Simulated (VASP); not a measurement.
SnS2 (Berndtite-2T):

```xyz
3
Lattice="3.6671 0.0000 0.0000 -1.8335 3.1758 0.0000 0.0000 0.0000 5.8110" Properties=species:S:1:pos:R:3 pbc="T T T"
Sn    0.0000    0.0000    0.0000
S     0.0000    2.1172    1.4781
S     1.8335    1.0586    4.3330
```

Base run:

```yaml
Program: VASP 6.6.1
Functional: TB-mBJ
Potentials_or_basis: VASP PAW PBE potentials, release 64 (Sn_d, S)
Cutoff: 520 eV
k_mesh: 9 × 9 × 5
Occupations: gaussian, width 0.03 eV
Spin: no spin polarisation
```

Its results: band gap on the k mesh 2.07 eV, indirect (least direct gap 2.55 eV).

Task: The run is repeated on the same cell with these changes: functional from TB-mBJ to PBE. What comes out?

Result: Band gap on the k mesh 1.31 eV, indirect (least direct gap 1.75 eV).

Caveats: spin-orbit coupling is left out, which moves the levels of the heavy elements.
